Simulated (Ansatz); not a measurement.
Set up this calculation in Ansatz 0.2.0, as the native input.

* Task: atomic charges
* Functional: r2SCAN-EpsX
* Potentials or basis: Ansatz PAW
* Cutoff: 500 eV (not typed: the program's choice for these potentials)
* k mesh: 5 × 5 × 5
* Occupations: methfessel-paxton, width 0.05 eV
* Spin: no spin polarisation

Crystal: PbS (Galena).

```
CELL_PARAMETERS angstrom
0.00000 3.00478 3.00478
3.00478 0.00000 3.00478
3.00478 3.00478 0.00000
ATOMIC_POSITIONS crystal
Pb 0.00000 0.00000 0.00000
S 0.50000 0.50000 0.50000
```

The cell isn't the ideal one: volume scaled by 1.04.

One way to write it, as run:

input.yaml

```yaml
crystal:
  lattice:
    - [0.0, 3.0047775019, 3.0047775019]
    - [3.0047775019, 0.0, 3.0047775019]
    - [3.0047775019, 3.0047775019, 0.0]
  atoms:
    - { symbol: Pb, position_ang: [0.0, 0.0, 0.0] }
    - { symbol: S, position_ang: [3.004777502, 3.004777502, 3.004777502] }
hamiltonian:
  xc:
    exchange: r2scan
    correlation: r2scan
    exx: { coeff: inverse_dielectric }
  pseudopotentials: { kind: paw }
kpoints:
  mp_grid: { grid: [5, 5, 5] }
scf:
  occupations: { method: methfessel_paxton, width: 0.05 }
  initial_density: { chi_scale: 0.1 }
output:
  forces: true
  stress: true
  eigenvalues: true
  bader: true
  populations: intrinsic
```

Potentials or basis: Ansatz PAW.

Launch:

```bash
$ ansatz run input.yaml --threads 1 --pin off --max-ram 2560MiB --backend cpu --events-out ev --progress --plain --runs-dir out
```

It gave:

The pressure is -1.2 GPa, the bader charges are Pb +1.09; S -1.09 e and the share of exact exchange is 0.074.

Caveat: this odd mesh misses L, where the gap lies, so gap, dielectric constants and Born charges aren't listed; the PAW data sets come from PBE, with cores solved anew for the run's functional, which leaves a small shift of forces and pressure; the thresholds are loose for stress.

Wall time 87 s on 1 thread of Arm Neoverse V2 (shared host), peak memory 1.3 GiB.
